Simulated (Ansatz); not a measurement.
A (100) slab of BaTe (Fm-3m (No. 225)), 4 planes, outer planes BaTe (top) and BaTe (bottom), with 8 atoms (Ba4Te4) in a surface cell of A = 24.101 Å², as cut from the bulk:

```xyz
8
Lattice="4.9093 0.0000 0.0000 0.0000 4.9093 0.0000 0.0000 0.0000 25.4142" Properties=species:S:1:pos:R:3 pbc="T T T"
Ba    2.4546    2.4546    7.5000
Te    0.0000    0.0000    7.5000
Ba    0.0000    0.0000   10.9714
Te    2.4546    2.4546   10.9714
Ba    2.4546    2.4546   14.4428
Te    0.0000    0.0000   14.4428
Ba    0.0000    0.0000   17.9142
Te    2.4546    2.4546   17.9142
```

All numbers below come from DFT PBEsol, scalar-relativistic, plane waves, PAW in Ansatz 0.2.0. Settings: cutoff 420 eV, Γ-centred mesh 6×6×1 on the computed 8-atom cell, Gaussian smearing of 0.05 eV; no spin polarisation.

Against the same 8 atoms in the bulk, the slab as cut lies 0.884 eV higher and the relaxed slab 0.865 eV higher.

Question: Work out the surface energy before and after relaxation.

Answer: The slab has two faces, so γ = (E_slab − N·E_bulk)/(2A), the mean of both. As cut: 0.884/(2 × 24.101) = 0.0183 eV/Å², and 1 eV/Å² = 16.02 J/m², so γ = 0.29 J/m². Relaxed: 0.865/(2 × 24.101) = 0.0179 eV/Å² = 0.29 J/m². Relaxation recovers 2 % of the cost of cutting.

Question: What is the ideal work of this cut, per area?

Answer: Griffith's ideal work is 2γ: 0.59 J/m² if the new faces stay rigid, 0.57 J/m² if they relax. One thickness was run, 4 planes, so γ can still shift with it.